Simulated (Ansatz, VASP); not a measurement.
## One calculation of C, two programs

Contents of INCAR:

```
SYSTEM = C
PREC = Accurate
ENCUT = 680
EDIFF = 1E-6
ISMEAR = -1
SIGMA = 0.05
LREAL = .FALSE.
LASPH = .TRUE.
NELM = 100
ALGO = Normal
ISIF = 3
LWAVE = .FALSE.
LCHARG = .FALSE.
GGA = PE
IBRION = 2
NSW = 60
EDIFFG = -0.005
```

KPOINTS

```
Automatic mesh
0
G
  12 12 4
  0 0 0
```

File POSCAR:

```
C
1.0
    2.5221000000      0.0000000000      0.0000000000
   -1.2610500000      2.1842026709      0.0000000000
    0.0000000000      0.0000000000      8.2371000000
C
8
Direct
    0.6666666667      0.3333333333      0.8437500000
    0.3333333333      0.6666666667      0.3437500000
    0.6666666667      0.3333333333      0.6562500000
    0.3333333333      0.6666666667      0.1562500000
    0.0000000000      0.0000000000      0.9062500000
    0.0000000000      0.0000000000      0.4062500000
    0.0000000000      0.0000000000      0.5937500000
    0.0000000000      0.0000000000      0.0937500000
```

The input input.yaml:

```yaml
crystal:
  lattice:
    - [2.5221, 0.0, 0.0]
    - [-1.26105, 2.1842026709, 0.0]
    - [0.0, 0.0, 8.2371]
  atoms:
    - { symbol: C, position: [0.6666666667, 0.3333333333, 0.84375] }
    - { symbol: C, position: [0.3333333333, 0.6666666667, 0.34375] }
    - { symbol: C, position: [0.6666666667, 0.3333333333, 0.65625] }
    - { symbol: C, position: [0.3333333333, 0.6666666667, 0.15625] }
    - { symbol: C, position: [0.0, 0.0, 0.90625] }
    - { symbol: C, position: [0.0, 0.0, 0.40625] }
    - { symbol: C, position: [0.0, 0.0, 0.59375] }
    - { symbol: C, position: [0.0, 0.0, 0.09375] }
hamiltonian:
  xc: pbe
  pseudopotentials: { kind: paw }
kpoints:
  mp_grid: { grid: [12, 12, 4] }
scf:
  occupations: { method: fermi_dirac, width: 0.05 }
output:
  forces: true
  stress: true
  write_density: true
  write_potential: true
  elf: true
  volumetric_format: npy
relax:
  f_tol: 0.01
  max_steps: 40
  cell: { stress_tol: 0.05 }
```

This is a hexagonal form of diamond, not graphite.

Alike in both runs: task relaxation of cell and atoms; functional PBE; k mesh 12 × 12 × 4; occupations fermi-dirac, width 0.05 eV; no spin polarisation.

```csv
,VASP,Ansatz
version,VASP 6.6.1,Ansatz 0.2.0
potentials or method,"VASP PAW PBE potentials, release 64 (C_GW)",Ansatz PAW
plane-wave cutoff (eV),680,420
valence electrons in the cell,32,32
```

Ansatz gave:

```
gap on the k mesh at the Fermi level, each at its own relaxed structure (eV) : 4.54
relaxed volume (Å³/atom)                                                     : 5.70
relaxed cell length with the largest relative difference (Å)                 : 8.305
energy change over the relaxation (meV/atom)                                 : -3
```

Q: What did VASP give for the same quantities?

A: gap on the k mesh at the Fermi level, each at its own relaxed structure (eV): 4.54; relaxed volume (Å³/atom): 5.70; relaxed cell length with the largest relative difference (Å): 8.303; energy change over the relaxation (meV/atom): -3.

Caveats: the plane-wave basis is chosen anew once the cell has moved, so the energies of steps on either side of that aren't comparable (Ansatz); the pressure holds a Pulay correction of +1.0 GPa for the finite cutoff (Ansatz). A k mesh can miss the band edges. PBE usually gives volumes a little too large and moduli too small. Zero-point motion and thermal expansion aren't in these numbers.
